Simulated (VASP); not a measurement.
Al8Ni8H, 17 atoms in the cell. The cell holds a slab with vacuum, 17 atoms: a = 5.786 Å, b = 4.091 Å, c = 25.137 Å, α = 90.00°, β = 90.00°, γ = 90.00°. 

- Program: VASP 6.6.1
- Task: single point
- Functional: PBE
- Potentials or basis: VASP PAW PBE potentials, release 64 (Al, Ni, H)
- Cutoff: 520 eV
- k mesh: 5 × 7 × 1
- Occupations: gaussian, width 0.1 eV
- Spin: no spin polarisation
- Dipole correction: yes
- Further INCAR settings: LREAL = Auto; ALGO = Fast; EDIFF = 1e-06; NBANDS = 66

Potentials or basis: VASP PAW PBE potentials, release 64 (Al, Ni, H).

Run with:

```sh
$ cat potpaw_PBE.64/Al/POTCAR potpaw_PBE.64/Ni/POTCAR potpaw_PBE.64/H/POTCAR > POTCAR
$ mpirun -np 1 vasp_std > vasp.out
```

Hardware: 1 thread of AMD EPYC 9R14 (Zen 4) (shared host).

Task: How long does it take, and how much memory?

Result: It took 12 min on 1 thread of AMD EPYC 9R14 (Zen 4), with other jobs on the host, peak memory 0.73 GiB. Counts: scf iterations 34, k points 12.
